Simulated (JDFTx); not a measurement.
Runs of JDFTx 1.7.0 (patched build) on ZrC. The structure is cubic, space group Fm-3m (No. 225). Conventional cell: a = 4.730 Å, b = 4.730 Å, c = 4.730 Å, α = 90.00°, β = 90.00°, γ = 90.00°. Zr (site symmetry m-3m) has 6 C at 2.37 Å as nearest neighbours. C (site symmetry m-3m) is surrounded by 6 Zr at 2.37 Å. 

```tsv
task	level	potentials or basis	cell	cutoff (eV)	local potential set to -Z/r beyond	density cutoff over wavefunction cutoff	SCF threshold on the energy	pseudo rcut	further solve for the empty bands	gap on the mesh (eV)	pressure (GPa)	V0 of scaled cells (Å³/atom)	B0 (GPa)
equation of state	r2SCAN	SG15-PBE-1.2 with smoothed tails	as given	1361	6 bohr	8	1e-09 Ha	6	-	-	-	13.07	229
single point	PBEsol	PseudoDojo-SR-PBEsol-0.4.1-standard with smoothed tails	as given	1116	6 bohr	8	1e-09 Ha	6	yes	none	(a)	-	-
equation of state	PBE	PseudoDojo-SR-PBE-0.5-standard	as given	1116	-	4	1e-08 Ha	-	-	-	-	13.06	222
equation of state	RPBE	PseudoDojo-SR-PBE-0.5-standard	as given	1116	-	8	1e-09 Ha	-	-	-	-	13.22	(b)
relaxation of cell and atoms	PBE+D2	PseudoDojo-SR-PBE-0.5-standard	relaxed	1116	-	8	1e-09 Ha	-	no	none	0.0	-	-
```

Alike in all rows: no spin polarisation; k mesh 10 × 10 × 10; smearing fermi-dirac 0.05 eV.

Fill in the values left out.

(a) -8.3; (b) 213.

Caveats: the potentials were made for another functional, which shifts forces and pressure (some runs); pairwise dispersion overbinds metals, which lowers pressure and volume (some runs).

A k mesh can miss the band edges, and the runs leave out spin-orbit coupling on Zr.

A gap of «none» marks a metal or a gap under the smearing width.

Not every run made on this cell is shown here.
